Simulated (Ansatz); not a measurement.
# Cu3Au (Auricupride) (Pm-3m) in Ansatz: equation of state

How stiff is Cu3Au (Auricupride) in PBE, and what volume does it want? The cell is scaled to several volumes.

Program: Ansatz 0.2.0. These are calculated values, not measurements. Logs are shortened: lines on timing, memory, paths and dates and some standing lists are left out, and cuts for length are marked.

### 1 The structure

It takes space group Pm-3m (No. 221, cubic). Conventional cell: a = 3.740 Å, b = 3.740 Å, c = 3.740 Å, α = 90.00°, β = 90.00°, γ = 90.00°. Around Au (site symmetry m-3m) lie 12 Cu at 2.64 Å. Around Cu (site symmetry 4/mmm) lie 4 Au at 2.64 Å and 8 Cu at 2.64 Å.

### 2 Single point, PBE, 12.29 Å³/atom (volume scaled by 0.94)

File input.yaml:

```yaml
crystal:
  lattice:
    - [3.6636520466, 0.0, 0.0]
    - [0.0, 3.6636520466, 0.0]
    - [0.0, 0.0, 3.6636520466]
  atoms:
    - { symbol: Au, position: [0.0, 0.0, 0.0] }
    - { symbol: Cu, position: [0.5, 0.5, 0.0] }
    - { symbol: Cu, position: [0.5, 0.0, 0.5] }
    - { symbol: Cu, position: [0.0, 0.5, 0.5] }
hamiltonian:
  xc: pbe
  pseudopotentials: { kind: paw }
kpoints:
  mp_grid: { grid: [7, 7, 7] }
scf:
  occupations: { method: fermi_dirac, width: 0.05 }
output:
  forces: true
  stress: true
  eigenvalues: true
```

Potentials or basis: Ansatz PAW.

On the command line:

```
$ ansatz run input.yaml --threads 2 --pin off --max-ram 5120MiB --backend cpu --events-out ev --progress --plain --runs-dir out
```

The log of the run:

```text
Warning: RAYON_NUM_THREADS=2 ignored (pool sized by the plan → 2); use --threads N
Engine: ansatz 0.2.0, aarch64-unknown-linux-gnu
Pseudopotentials: kind: paw
Pseudopotential: Au, paw, valence charge 19, recommended cutoff 420 eV (normal), Au.paw.azcp
Pseudopotential: Cu, paw, valence charge 19, recommended cutoff 420 eV (normal), Cu.paw.azcp
Functional definition: PBE
  parameter kappa = 0.804
  parameter beta = 0.06672455060314922
  exchange = pbe_x(kappa = kappa, mu = beta*pi^2/3)
  correlation = pbe_c(beta = beta)
Crystal: 4 atoms, lattice volume = 49.175 Å³
Basis set: ecut = 420 eV, 949 PW (Γ), exchange–correlation on 50×50×50 points (8 copies of the dense FFT grid, shifted against one another)
Bands: 46, of which v1, the nominal top of the filled ones, is band 38 counted from 1 (37 counted from 0)
Symmetry: 48 space group operations
Space group: Pm-3m (ITA 221), of the structure as read, at distance tolerance 3.7e-5 Å
k-points: 20 of 343
Non-local potential: Au, projectors of the file, l = 0: 3, l = 1: 2, l = 2: 2, l = 3: 1
Non-local potential: Cu, projectors of the file, l = 0: 3, l = 1: 2, l = 2: 3, l = 3: 1
PAW form: soft (Blöchl's): semilocal exchange-correlation on the pseudo side does not see the compensation charge
PAW one-centre angular grid: Au, 590 points (default); XC on 64 Gauss nodes
PAW one-centre angular grid: Cu, 590 points (default); XC on 64 Gauss nodes
Initial density: superposition of atomic densities (neutral atoms: chi_scale 0, normalization atom), corrected by the library's trained network
Initial wavefunctions: pseudopotential atomic-orbital guess
Functional: x = pbe(κ = 0.804, μ = 0.2195149727645171), c = pbe(β = 0.06672455060314922)
SCF iter   1: F=—  HF=-33024.781887 eV  |F-HF|=—  |Δ(HF+E_count)|=         —  Δρ=1.30e-3  dr2=3.81e-4  ethr=1.77e-3  ⟨swp⟩=5.8  Hψ=3059  notcnv=0  defer=7
preconditioner: auto → Kerker (q_TF=auto, 2.934 Å⁻¹)  [metal: Δε(μ)=0.017 eV  Ē_g=11.158 eV  σ=0.050 eV  W_gap=0.09  n_scr=18 (ndim 8)  ℏωp=35.1 eV  f_vac=0.000  D(μ)=1.62/eV (n_scr^D=18)]
SCF iter   2: F=—  HF=-33024.782565 eV  |F-HF|=—  |Δ(HF+E_count)|=   6.78e-4  Δρ=7.57e-4  dr2=1.61e-4  ethr=5.02e-7  ⟨swp⟩=3.4  Hψ=2166  notcnv=0  defer=22
SCF iter   3: F=—  HF=-33024.782684 eV  |F-HF|=—  |Δ(HF+E_count)|=   1.19e-4  Δρ=2.45e-4  dr2=3.44e-5  ethr=2.12e-7  ⟨swp⟩=2.0  Hψ=1297  notcnv=0  defer=22
SCF iter   4: F=—  HF=-33024.782688 eV  |F-HF|=—  |Δ(HF+E_count)|=   4.16e-6  Δρ=1.15e-4  dr2=7.14e-6  ethr=4.52e-8  ⟨swp⟩=2.0  Hψ=1205  notcnv=0  defer=23
SCF iter   5: F=—  HF=-33024.782686 eV  |F-HF|=—  |Δ(HF+E_count)|=   1.79e-6  Δρ=3.58e-5  dr2=9.79e-7  ethr=9.39e-9  ⟨swp⟩=2.1  Hψ=1193  notcnv=0  defer=23
SCF iter   6: F=—  HF=-33024.782686 eV  |F-HF|=—  |Δ(HF+E_count)|=   1.14e-7  Δρ=1.57e-5  dr2=1.33e-7  ethr=1.29e-9  ⟨swp⟩=2.0  Hψ=1237  notcnv=0  defer=23
SCF iter   7: F=-33024.782686 eV  HF=-33024.782686 eV  |F-HF|=1.08e-8  |Δ(HF+E_count)|=   7.63e-9  Δρ=6.74e-6  dr2=1.78e-8  ethr=1.32e-10  ⟨swp⟩=7.7  Hψ=3507  notcnv=0
SCF 1 converged in 7 iterations: F = -33024.782686 eV  dr2 = 1.78e-8
SCF converged after 7 iterations
Free energy (F): -33024.782686 eV
Harris-Foulkes:  -33024.782686 eV  (|F-HF|=1.08e-8)
Internal energy: -33024.770471 eV  (E = F + TS)
E sigma→0 (E₀):  -33024.776579 eV
Entropy (-TS):   -0.012215 eV (-3.054 meV/atom)
Fermi energy:    19.689288 eV
--- Per-component energies (eV) ---
  E_band       = -1154.767866
  E_kinetic    = 1509.056783
  E_local      = -13583.002877  (includes V_loc(G=0)·N_el)
  E_nonlocal   = 1247.509024
  E_hartree    = 6010.334598
  E_xc         = -499.374306
  E_vxc        = -625.698745  (∫ρ·V_xc dr)
  E_paw        = -14698.584238  (= ΣΔE_a)
  E_vpaw       = -1723.314717  (= ΣTr[D̂ρ^β])
  E_aug_tail   = 0.002218  (compensation charges beyond the density's cutoff)
  E_ewald      = -13010.711673
  E_smearing   = -0.012215  (= −TS)
  E_closure    = 0.000000  (closes the sum)
  Σ components = -33024.782686   (vs F -33024.782686, Δ=0.00e0)
--- Forces (eV/Å), atoms counted from 1 ---
  atom   1  Au     0.00000000     0.00000000    -0.00000000
  atom   2  Cu     0.00000000    -0.00000000    -0.00000000
  atom   3  Cu     0.00000000    -0.00000000     0.00000000
  atom   4  Cu     0.00000000    -0.00000000     0.00000000
  max |Σ_I F_I| component: 4.64e-28 eV/Å
--- Stress (GPa, compression-positive) ---
       16.997883       0.000000       0.000000
        0.000000      16.997883       0.000000
        0.000000       0.000000      16.997883
  P = ⅓ Tr σ = 16.9979 GPa (169.979 kbar)
--- Band table (eV; the first three rows and the last of 20) ---
  k-point 0: bands = ["-92.8886", "-92.8771", "-92.8771", "-86.5533", "-50.2946", "-50.2946", "-50.2946", "-50.2614", "-50.2614", "-50.2614", "-50.2298", "-50.2298", "-50.2298", "-37.9849", "-37.9849", "-37.9849", "9.4307", "12.7722", "12.7722", "13.6927", "13.6927", "13.6927", "14.7473", "16.3610", "16.3610", "16.3610", "17.3269", "17.3269", "17.9646", "18.0438", "18.0438", "18.1362", "18.1362", "18.1362", "18.3341", "18.3341", "18.3341", "20.8470", "20.8470", "20.8470", "26.1786", "27.8201", "27.8201", "30.9861", "30.9861", "30.9861"]
  k-point 1: bands = ["-92.8881", "-92.8777", "-92.8772", "-86.5533", "-50.2928", "-50.2928", "-50.2916", "-50.2618", "-50.2618", "-50.2615", "-50.2328", "-50.2310", "-50.2310", "-37.9862", "-37.9850", "-37.9850", "9.6895", "12.8718", "12.9009", "13.7487", "13.7606", "13.7606", "14.8121", "16.2864", "16.4143", "16.4143", "17.2337", "17.3595", "17.7062", "17.7062", "17.8813", "17.9248", "17.9841", "18.0895", "18.0895", "18.1364", "18.3334", "19.6135", "21.6387", "21.6387", "26.6416", "27.7058", "29.0376", "30.6551", "30.7458", "30.7458"]
  k-point 2: bands = ["-92.8867", "-92.8790", "-92.8772", "-86.5533", "-50.2883", "-50.2883", "-50.2835", "-50.2633", "-50.2633", "-50.2617", "-50.2412", "-50.2340", "-50.2340", "-37.9890", "-37.9851", "-37.9851", "10.4229", "13.1163", "13.1505", "13.8880", "13.9446", "13.9446", "14.9786", "16.1054", "16.5036", "16.5036", "16.9187", "16.9458", "16.9458", "17.4497", "17.5860", "17.6236", "17.7274", "17.7565", "17.7565", "17.8789", "18.1367", "18.3319", "23.2203", "23.2203", "27.0106", "27.4254", "29.2358", "29.2358", "29.8890", "30.1288"]
  k-point 19: bands = ["-92.8813", "-92.8808", "-92.8808", "-86.5532", "-50.3042", "-50.2917", "-50.2917", "-50.2917", "-50.2412", "-50.2412", "-50.2407", "-50.2293", "-50.2293", "-37.9893", "-37.9891", "-37.9891", "12.7721", "12.8489", "12.8489", "13.9779", "14.9254", "14.9254", "16.1936", "16.3385", "16.3385", "16.5566", "16.5566", "16.6406", "17.2593", "17.3343", "17.3343", "17.6079", "17.9555", "17.9555", "17.9947", "18.0719", "18.0719", "19.1756", "19.1756", "19.2266", "22.9947", "24.4160", "24.4160", "25.1966", "37.4392", "37.4392"]
```

Wall time 1.5 s (2 threads of Arm Neoverse V1, shared host); peak memory 0.34 GiB.

Results:

```
Free energy            : -33024.7827 eV
Pressure               : 17.0 GPa
Band gap on the k mesh : none (metal or under the smearing width)
```

### 3 Single point, PBE, 12.56 Å³/atom (volume scaled by 0.96)

input.yaml, as its differences from that of step 2:

```diff
@@ -2,5 +2,5 @@
   lattice:
-    - [3.6636520466, 0.0, 0.0]
-    - [0.0, 3.6636520466, 0.0]
-    - [0.0, 0.0, 3.6636520466]
+    - [3.6894532632, 0.0, 0.0]
+    - [0.0, 3.6894532632, 0.0]
+    - [0.0, 0.0, 3.6894532632]
   atoms:
```

Potentials or basis: Ansatz PAW.

On the command line:

```
$ ansatz run input.yaml --threads 2 --pin off --max-ram 5120MiB --backend cpu --events-out ev --progress --plain --runs-dir out
```

Run time: 1.4 s. Hardware: 2 threads of Arm Neoverse V1, shared host; peak memory 0.34 GiB.

Results (log left out):

```yaml
Free_energy: -33024.8787 eV
Pressure: 12.5 GPa
Band_gap_on_the_k_mesh: none (metal or under the smearing width)
```

### 4 Single point, PBE, 12.82 Å³/atom (volume scaled by 0.98)

input.yaml, as its differences from that of step 3:

```diff
@@ -2,5 +2,5 @@
   lattice:
-    - [3.6894532632, 0.0, 0.0]
-    - [0.0, 3.6894532632, 0.0]
-    - [0.0, 0.0, 3.6894532632]
+    - [3.7148985725, 0.0, 0.0]
+    - [0.0, 3.7148985725, 0.0]
+    - [0.0, 0.0, 3.7148985725]
   atoms:
```

On the command line:

```
$ ansatz run input.yaml --threads 2 --pin off --max-ram 5120MiB --backend cpu --events-out ev --progress --plain --runs-dir out
```

Wall time 1.5 s (2 threads of Arm Neoverse V1, shared host); peak memory 0.34 GiB.

It converged, with:

- Free energy: -33024.9468 eV
- Pressure: 8.5 GPa
- Band gap on the k mesh: none (metal or under the smearing width)

### 5 Single point, PBE, 13.08 Å³/atom

input.yaml, as its differences from that of step 4:

```diff
@@ -2,5 +2,5 @@
   lattice:
-    - [3.7148985725, 0.0, 0.0]
-    - [0.0, 3.7148985725, 0.0]
-    - [0.0, 0.0, 3.7148985725]
+    - [3.74, 0.0, 0.0]
+    - [0.0, 3.74, 0.0]
+    - [0.0, 0.0, 3.74]
   atoms:
```

On the command line:

```
$ ansatz run input.yaml --threads 2 --pin off --max-ram 5120MiB --backend cpu --events-out ev --progress --plain --runs-dir out
```

Wall time 1.5 s (2 threads of Arm Neoverse V1, shared host); peak memory 0.35 GiB.

The run converged. Its results:

* Free energy: -33024.9905 eV
* Pressure: 4.9 GPa
* Band gap on the k mesh: none (metal or under the smearing width)

### 6 Single point, PBE, 13.34 Å³/atom (volume scaled by 1.02)

input.yaml, as its differences from that of step 5:

```diff
@@ -2,5 +2,5 @@
   lattice:
-    - [3.74, 0.0, 0.0]
-    - [0.0, 3.74, 0.0]
-    - [0.0, 0.0, 3.74]
+    - [3.7647689338, 0.0, 0.0]
+    - [0.0, 3.7647689338, 0.0]
+    - [0.0, 0.0, 3.7647689338]
   atoms:
```

Potentials or basis: Ansatz PAW.

On the command line:

```
$ ansatz run input.yaml --threads 2 --pin off --max-ram 5120MiB --backend cpu --events-out ev --progress --plain --runs-dir out
```

Run time: 1.6 s. Hardware: 2 threads of Arm Neoverse V1, shared host; peak memory 0.35 GiB.

The run converged. Its results:

```yaml
Free_energy: -33025.0123 eV
Pressure: 1.8 GPa
Band_gap_on_the_k_mesh: none (metal or under the smearing width)
```

### 7 Single point, PBE, 13.60 Å³/atom (volume scaled by 1.04)

input.yaml, as its differences from that of step 6:

```diff
@@ -2,5 +2,5 @@
   lattice:
-    - [3.7647689338, 0.0, 0.0]
-    - [0.0, 3.7647689338, 0.0]
-    - [0.0, 0.0, 3.7647689338]
+    - [3.7892161703, 0.0, 0.0]
+    - [0.0, 3.7892161703, 0.0]
+    - [0.0, 0.0, 3.7892161703]
   atoms:
@@ -21 +21,5 @@
   eigenvalues: true
+  write_density: true
+  write_potential: true
+  elf: true
+  volumetric_format: npy
```

On the command line:

```
$ ansatz run input.yaml --threads 2 --pin off --max-ram 5120MiB --backend cpu --events-out ev --progress --plain --runs-dir out
```

Run time: 2.1 s. Hardware: 2 threads of Arm Neoverse V1, shared host; peak memory 0.35 GiB.

It converged, with:

```
Free energy            : -33025.0147 eV
Pressure               : -1.0 GPa
Band gap on the k mesh : none (metal or under the smearing width)
```

### 8 Single point, PBE, 13.86 Å³/atom (volume scaled by 1.06)

input.yaml, as its differences from that of step 7:

```diff
@@ -2,5 +2,5 @@
   lattice:
-    - [3.7892161703, 0.0, 0.0]
-    - [0.0, 3.7892161703, 0.0]
-    - [0.0, 0.0, 3.7892161703]
+    - [3.8133519559, 0.0, 0.0]
+    - [0.0, 3.8133519559, 0.0]
+    - [0.0, 0.0, 3.8133519559]
   atoms:
@@ -21,5 +21 @@
   eigenvalues: true
-  write_density: true
-  write_potential: true
-  elf: true
-  volumetric_format: npy
```

On the command line:

```
$ ansatz run input.yaml --threads 2 --pin off --max-ram 5120MiB --backend cpu --events-out ev --progress --plain --runs-dir out
```

Run time: 1.6 s. Hardware: 2 threads of Arm Neoverse V1, shared host; peak memory 0.35 GiB.

The run converged. Its results:

```yaml
Free_energy: -33024.9999 eV
Pressure: -3.5 GPa
Band_gap_on_the_k_mesh: none (metal or under the smearing width)
```

### 9 Equation of state, PBE

Potentials or basis: Ansatz PAW.

This step only gathers the single runs of the series.

Results:

```yaml
Equilibrium_volume: 13.50 Å³/atom
Bulk_modulus: 142 GPa
Pressure_derivative_of_the_bulk_modulus: 5.1
```

Energy against volume, from the lowest point:
```
volume (Å³/atom)  energy (meV/atom)
          12.294              57.99
          12.555              34.00
          12.817              16.95
          13.078               6.05
          13.340               0.59
          13.602               0.00
          13.863               3.70
```

Spin-orbit coupling is left out, which matters for the levels of Au. Zero-point motion and thermal expansion aren't in these numbers.
